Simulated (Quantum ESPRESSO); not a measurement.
# Nb (Fm-3m) in Quantum ESPRESSO: a series of runs, part 2 of 2

Quantum ESPRESSO 7.5.

## 4. Relaxation of cell and atoms, PBEsol+D3(BJ)

run.py reads:

```python
import numpy as np
from ase.calculators.espresso import Espresso, EspressoProfile
import spglib
from ase import Atoms
from ase.io import read

atoms = read('Nb.cif')
cell, pos, num = spglib.standardize_cell((atoms.cell[:], atoms.get_scaled_positions(), atoms.numbers), to_primitive=True, symprec=1e-4)
atoms = Atoms(numbers=num, cell=cell, scaled_positions=pos, pbc=True)

input_data = {
    'control': {'calculation': 'scf', 'prefix': 'pwscf', 'outdir': './tmp', 'tprnfor': True, 'tstress': True, 'disk_io': 'low'},
    'system': {'ecutwfc': 45.0, 'ecutrho': 360.0, 'nbnd': 12, 'occupations': 'smearing', 'smearing': 'fd', 'degauss': 0.00367493, 'vdw_corr': 'grimme-d3', 'dftd3_version': 4},
    'electrons': {'conv_thr': 2e-10, 'electron_maxstep': 120, 'mixing_beta': 0.5},
}
pseudopotentials = {'Nb': 'nb_pbesol_v1.uspp.F.UPF'}
profile = EspressoProfile(command='mpirun -n 2 pw.x -nk 2', pseudo_dir='pseudo')
dft = Espresso(profile=profile, input_data=input_data, pseudopotentials=pseudopotentials, kpts=(11, 11, 11), koffset=(0, 0, 0))
atoms.calc = dft

from ase.optimize import LBFGS
from ase.filters import FrechetCellFilter
done = LBFGS(FrechetCellFilter(atoms), trajectory='opt.traj').run(fmax=0.02, steps=30)
print('converged', done)
print('cell (A)', np.round(atoms.cell.cellpar(), 5))
print(f'energy {atoms.get_potential_energy():.8f} eV')
print('forces (eV/A)')
print(np.round(atoms.get_forces(), 6))
print('stress (eV/A^3, Voigt)')
print(np.round(atoms.get_stress(), 8))
print(f'Fermi level {dft.get_fermi_level():.4f} eV')
```

Nb.cif is that of step 3.

Launch:

```console
$ OMP_NUM_THREADS=1 python run.py
```

It took 16 s on 2 MPI ranks of Arm Neoverse V2, shared host; peak memory 0.18 GiB.

The run converged. Its results:

```
Free energy                            : -1604.8276 eV
Relaxed volume                         : 17.48 Å³/atom
Relaxed cell                           : a = 2.913 Å, b = 2.913 Å, c = 2.913 Å, α = 60.00°, β = 60.00°, γ = 60.00°
Space group after relaxing (to 0.05 Å) : Fm-3m (No. 225)
Energy gained by relaxing              : 59.2 meV/atom
Ionic steps                            : 4
Pressure after relaxing                : 0.0 GPa
Band gap on the k mesh                 : none (metal or under the smearing width)
```

Step by step:
```tsv
step	energy change (eV)	largest force (eV/Å)	pressure (GPa)	volume (Å³)
1	0.0000	0.0000	-12.92	18.92
2	-0.0577	0.0000	-2.57	17.72
3	-0.0592	0.0000	0.19	17.46
4	-0.0592	0.0000	0.00	17.48
```

Final structure:
```cif
data_structure
_symmetry_space_group_name_H-M 'P 1'
_symmetry_Int_Tables_number 1
_cell_length_a 2.9130
_cell_length_b 2.9130
_cell_length_c 2.9130
_cell_angle_alpha 60.000
_cell_angle_beta 60.000
_cell_angle_gamma 60.000
_cell_volume 17.48
loop_
_atom_site_label
_atom_site_type_symbol
_atom_site_fract_x
_atom_site_fract_y
_atom_site_fract_z
_atom_site_occupancy
Nb1 Nb 0.00000 0.00000 0.00000 1
```

Levels at points of the mesh, in eV from the Fermi level:
```tsv
k point	band 2	band 3	band 4	band 5	band 6	band 7	band 8	band 9	band 10	band 11
(0.00, 0.00, 0.00)	-29.89	-29.89	-29.89	-6.39	0.04	0.04	0.04	2.91	2.91	11.85
```

Caveat: pairwise dispersion overbinds metals, which lowers pressure and volume.

## 5. Relaxation of cell and atoms, PBEsol+rVV10

Changes to run.py since step 4:

```diff
@@ -12,3 +12,3 @@
     'control': {'calculation': 'scf', 'prefix': 'pwscf', 'outdir': './tmp', 'tprnfor': True, 'tstress': True, 'disk_io': 'low'},
-    'system': {'ecutwfc': 45.0, 'ecutrho': 360.0, 'nbnd': 12, 'occupations': 'smearing', 'smearing': 'fd', 'degauss': 0.00367493, 'vdw_corr': 'grimme-d3', 'dftd3_version': 4},
+    'system': {'ecutwfc': 45.0, 'ecutrho': 360.0, 'nbnd': 12, 'input_dft': 'sla+pw+psx+psc+vv10', 'occupations': 'smearing', 'smearing': 'fd', 'degauss': 0.00367493},
     'electrons': {'conv_thr': 2e-10, 'electron_maxstep': 120, 'mixing_beta': 0.5},
@@ -20,5 +20,5 @@
 
-from ase.optimize import LBFGS
+from ase.optimize import FIRE
 from ase.filters import FrechetCellFilter
-done = LBFGS(FrechetCellFilter(atoms), trajectory='opt.traj').run(fmax=0.02, steps=30)
+done = FIRE(FrechetCellFilter(atoms), trajectory='opt.traj').run(fmax=0.02, steps=30)
 print('converged', done)
```

Nb.cif is that of step 4.

Launch:

```console
$ OMP_NUM_THREADS=1 python run.py
```

Run time: 68 s. Hardware: 2 MPI ranks of Arm Neoverse V2, shared host; peak memory 0.18 GiB.

It converged, with:

- Free energy: -1603.4073 eV
- Relaxed volume: 17.72 Å³/atom
- Relaxed cell: a = 2.926 Å, b = 2.926 Å, c = 2.926 Å, α = 60.00°, β = 60.00°, γ = 60.00°
- Space group after relaxing (to 0.05 Å): Fm-3m (No. 225)
- Energy gained by relaxing: 41.1 meV/atom
- Ionic steps: 14
- Pressure after relaxing: -0.1 GPa
- Band gap on the k mesh: none (metal or under the smearing width)

The path:
| step | energy change (eV) | largest force (eV/Å) | pressure (GPa) | volume (Å³) |
| --- | --- | --- | --- | --- |
| 1 | 0.0000 | 0.0000 | -10.86 | 18.92 |
| 2 | -0.0343 | 0.0000 | -4.91 | 18.21 |
| 3 | -0.0324 | 0.0000 | 5.33 | 17.23 |
| 4 | -0.0348 | 0.0000 | 4.46 | 17.30 |
| 5 | -0.0382 | 0.0000 | 2.89 | 17.44 |
| 6 | -0.0407 | 0.0000 | 0.92 | 17.62 |
| 7 | -0.0409 | 0.0000 | -1.13 | 17.82 |
| 8 | -0.0410 | 0.0000 | -1.08 | 17.81 |
| 9 | -0.0410 | 0.0000 | -1.00 | 17.80 |
| 10 | -0.0410 | 0.0000 | -0.88 | 17.79 |
| 11 | -0.0411 | 0.0000 | -0.72 | 17.78 |
| 12 | -0.0411 | 0.0000 | -0.54 | 17.76 |
| 13 | -0.0411 | 0.0000 | -0.33 | 17.74 |
| 14 | -0.0411 | 0.0000 | -0.11 | 17.72 |

Final structure:
```cif
data_structure
_symmetry_space_group_name_H-M 'P 1'
_symmetry_Int_Tables_number 1
_cell_length_a 2.9263
_cell_length_b 2.9263
_cell_length_c 2.9263
_cell_angle_alpha 60.000
_cell_angle_beta 60.000
_cell_angle_gamma 60.000
_cell_volume 17.72
loop_
_atom_site_label
_atom_site_type_symbol
_atom_site_fract_x
_atom_site_fract_y
_atom_site_fract_z
_atom_site_occupancy
Nb1 Nb 0.00000 0.00000 0.00000 1
```

Levels at points of the mesh, in eV from the Fermi level:
```tsv
k point	band 3	band 4	band 5	band 6	band 7	band 8	band 9	band 10
(0.00, 0.00, 0.00)	-29.89	-29.89	-6.39	0.06	0.06	0.06	2.88	2.88
```

Caveat: rVV10's parameter b was fitted to another functional; pairwise dispersion overbinds metals, which lowers pressure and volume.

## 6. Relaxation of cell and atoms, PBEsol+D4

Changes to run.py since step 5:

```diff
@@ -12,3 +12,3 @@
     'control': {'calculation': 'scf', 'prefix': 'pwscf', 'outdir': './tmp', 'tprnfor': True, 'tstress': True, 'disk_io': 'low'},
-    'system': {'ecutwfc': 45.0, 'ecutrho': 360.0, 'nbnd': 12, 'input_dft': 'sla+pw+psx+psc+vv10', 'occupations': 'smearing', 'smearing': 'fd', 'degauss': 0.00367493},
+    'system': {'ecutwfc': 45.0, 'ecutrho': 360.0, 'nbnd': 12, 'occupations': 'smearing', 'smearing': 'fd', 'degauss': 0.00367493},
     'electrons': {'conv_thr': 2e-10, 'electron_maxstep': 120, 'mixing_beta': 0.5},
@@ -18,3 +18,6 @@
 dft = Espresso(profile=profile, input_data=input_data, pseudopotentials=pseudopotentials, kpts=(11, 11, 11), koffset=(0, 0, 0))
-atoms.calc = dft
+from ase.calculators.mixing import SumCalculator
+from dftd4.ase import DFTD4
+d4 = DFTD4(method='pbesol')
+atoms.calc = SumCalculator([dft, d4])
 
@@ -31 +34,3 @@
 print(f'Fermi level {dft.get_fermi_level():.4f} eV')
+print(f'D4 part {d4.get_potential_energy(atoms):.8f} eV')
+atoms.write('final.traj')
```

Nb.cif is that of step 5.

Potentials or basis: GBRV 1.5 PBEsol.

Launch:

```console
$ OMP_NUM_THREADS=1 python run.py
```

Run time: 55 s. Hardware: 2 MPI ranks of Arm Neoverse V2, shared host; peak memory 0.18 GiB.

Results (log left out):

```
Free energy                            : -1604.3356 eV
Relaxed volume                         : 17.87 Å³/atom
Relaxed cell                           : a = 2.935 Å, b = 2.935 Å, c = 2.935 Å, α = 60.00°, β = 60.00°, γ = 60.00°
Space group after relaxing (to 0.05 Å) : Fm-3m (No. 225)
Energy gained by relaxing              : 30.6 meV/atom
Ionic steps                            : 14
Pressure after relaxing                : -0.1 GPa
Band gap on the k mesh                 : none (metal or under the smearing width)
Dispersion energy per atom             : -0.197 eV
```

The path:
| step | energy change (eV) | largest force (eV/Å) | pressure (GPa) | volume (Å³) |
| --- | --- | --- | --- | --- |
| 1 | 0.0000 | 0.0000 | -9.37 | 18.92 |
| 2 | -0.0254 | 0.0000 | -4.25 | 18.30 |
| 3 | -0.0243 | 0.0000 | 4.38 | 17.45 |
| 4 | -0.0260 | 0.0000 | 3.68 | 17.51 |
| 5 | -0.0284 | 0.0000 | 2.42 | 17.63 |
| 6 | -0.0302 | 0.0000 | 0.81 | 17.78 |
| 7 | -0.0305 | 0.0000 | -0.86 | 17.95 |
| 8 | -0.0305 | 0.0000 | -0.83 | 17.94 |
| 9 | -0.0305 | 0.0000 | -0.77 | 17.94 |
| 10 | -0.0306 | 0.0000 | -0.68 | 17.93 |
| 11 | -0.0306 | 0.0000 | -0.56 | 17.91 |
| 12 | -0.0306 | 0.0000 | -0.42 | 17.90 |
| 13 | -0.0306 | 0.0000 | -0.26 | 17.89 |
| 14 | -0.0306 | 0.0000 | -0.10 | 17.87 |

Final structure:
```
CELL_PARAMETERS angstrom
0.00000 2.07503 2.07503
2.07503 0.00000 2.07503
2.07503 2.07503 0.00000
ATOMIC_POSITIONS crystal
Nb 0.00000 0.00000 0.00000
```

Levels at points of the mesh, in eV from the Fermi level:
```csv
k point,band 3,band 4,band 5,band 6,band 7,band 8,band 9,band 10
"(0.00, 0.00, 0.00)",-29.96,-29.96,-6.34,0.06,0.06,0.06,2.84,2.84
```

Caveat: pairwise dispersion overbinds metals, which lowers pressure and volume.

## 7. Overview

| level | ASE optimiser | rVV10 parameter b | dispersion computed by | gap on the mesh (eV) | pressure (GPa) | relaxed volume (Å³/atom) |
| --- | --- | --- | --- | --- | --- | --- |
| PBEsol | LBFGS | - | - | none | 0.1 | 18.02 |
| PBEsol+D3 | BFGS | - | - | none | 0.2 | 17.63 |
| PBEsol+D3(BJ) | LBFGS | - | - | none | 0.0 | 17.48 |
| PBEsol+rVV10 | FIRE | 6.3 | - | none | -0.1 | 17.72 |
| PBEsol+D4 | FIRE | - | dftd4 4.3.1 through ASE | none | -0.1 | 17.87 |

Alike in all rows: task relaxation of cell and atoms; potentials or basis GBRV 1.5 PBEsol; no spin polarisation; cell relaxed; k mesh 11 × 11 × 11; cutoff (eV) 612; smearing fermi-dirac 0.05 eV.

Caveats: pairwise dispersion overbinds metals, which lowers pressure and volume (some runs); rVV10's parameter b was fitted to another functional (some runs).

Total energies depend on the potentials used, so only differences within one code and one set of settings carry meaning.
